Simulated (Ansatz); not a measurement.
## Li (fcc): energy against volume

Method: DFT, RPBE, plane waves (420 eV) with PAW, scalar-relativistic in Ansatz 0.2.0. (PAW data from PBE, frozen cores regenerated.)

The cell is scaled uniformly from the relaxed one, with fractional coordinates and shape fixed. Energies are extrapolated to zero smearing, pressures are those at the given smearing. Magnetic state: spin not included.

A Birch-Murnaghan fit gives V₀ = 21.00 Å³/atom, B₀ = 13.3 GPa, B₀′ = 3.3.

(1) What are the energy above the minimum and the pressure at 20.199 Å³/atom?

(2) What are the energy above the minimum and the pressure at 21.882 Å³/atom?

(3) What are the energy above the minimum and the pressure at 22.724 Å³/atom?

Results:

(1) 1.3 meV/atom and 0.57 GPa as computed.

(2) 1.5 meV/atom and -0.49 GPa as computed.

(3) 5.2 meV/atom and -0.90 GPa as computed.
